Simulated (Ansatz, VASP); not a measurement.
# Two plane-wave programs on Te2Mo

Contents of POSCAR:

```
Te2Mo
1.0
    3.5634495686      0.0000000000      0.0000000000
   -1.7817247843      3.0860378516      0.0000000000
    0.0000000000      0.0000000000     14.7272867380
Te Mo
4 2
Direct
    0.3333333333      0.6666666667      0.6284866781
    0.6666666667      0.3333333333      0.1284866781
    0.3333333333      0.6666666667      0.8715133219
    0.6666666667      0.3333333333      0.3715133219
    0.3333333333      0.6666666667      0.2500000000
    0.6666666667      0.3333333333      0.7500000000
```

Contents of INCAR.step1:

```
ALGO = Normal
EDIFF = 1E-4
ENCUT = 520
GGA = PE
ISMEAR = 0
LASPH = True
LCHARG = False
LREAL = False
LWAVE = True
NBANDS = 35
NELM = 80
PREC = Accurate
SIGMA = 0.01
```

Contents of INCAR.step2:

```
ALGO = Normal
EDIFF = 1E-7
ENCUT = 520
ISIF = 2
ISMEAR = 0
ISTART = 1
LASPH = True
LCHARG = False
LMIXTAU = True
LREAL = False
LWAVE = False
METAGGA = R2SCAN
NBANDS = 35
NELM = 80
PREC = Accurate
SIGMA = 0.01
```

KPOINTS

```
k-points
0
Gamma
  6 6 2
```

Input for Ansatz:

```yaml
crystal:
  lattice:
    - [3.56344956865, 0.0, 0.0]
    - [-1.78172478432, 3.08603785155, 0.0]
    - [0.0, 0.0, 14.72728673797]
  atoms:
    - { symbol: Te, position: [0.333333333333, 0.666666666667, 0.628486678111] }
    - { symbol: Te, position: [0.666666666667, 0.333333333333, 0.128486678111] }
    - { symbol: Te, position: [0.333333333333, 0.666666666667, 0.871513321889] }
    - { symbol: Te, position: [0.666666666667, 0.333333333333, 0.371513321889] }
    - { symbol: Mo, position: [0.333333333333, 0.666666666667, 0.25] }
    - { symbol: Mo, position: [0.666666666667, 0.333333333333, 0.75] }
kpoints:
  mp_grid: { grid: [6, 6, 2] }
scf:
  occupations: { method: fixed }
hamiltonian:
  xc: r2scan
  pseudopotentials: { kind: paw }
output:
  forces: true
  stress: true
  eigenvalues: true
  eigenstates:
    nscf_kmesh: { grid: [10, 10, 2] }
    de_dk: true
    e_range: [-9, 11.05370513056]
  optics:
    e_range: [0, 30]
    de: 0.2
    sigma: 0.25
    bands: { spectra_wanted_up_to: 30 }
    nscf_kmesh: { grid: [10, 10, 2] }
checkpoint:
  write: ck
  write_wavefunctions: false
```

Alike in both runs: task single point; functional r2SCAN; k mesh 6 × 6 × 2; no spin polarisation.

```csv
,VASP,Ansatz
version,VASP 6.6.1,Ansatz 0.2.0
potentials or method,"VASP PAW PBE potentials, release 64 (Te, Mo_sv)","PAW with Ansatz's default frozen-core files, scalar-relativistic"
plane-wave cutoff (eV),520,500
occupations,"gaussian, width 0.01 eV",fixed
valence electrons in the cell,52,92
```

|  | VASP | Ansatz | Ansatz less VASP |
| --- | --- | --- | --- |
| gap on the k mesh at the Fermi level (eV) | 1.05 | 1.06 | +0.009 |
| pressure (GPa) | 0.1 | 0.0 | -0.11 |
| largest component of the traceless stress (GPa) | 0.08 | 0.02 | -0.059 |
| rms of the force components (eV/Å) | 0.015 | 0.002 | -0.0123 |

Atom by atom the forces differ by 0.012 eV/Å (rms over components). The two sets of potentials don't hold the same shells in valence.

Caveats: the PAW data sets were made with another functional, which shifts forces and pressure a little (VASP); spin-orbit coupling is left out, which moves the levels of the heavy elements. r2SCAN opens gaps a little over a GGA but as a rule still falls short of measured ones. A k mesh can miss the band edges.
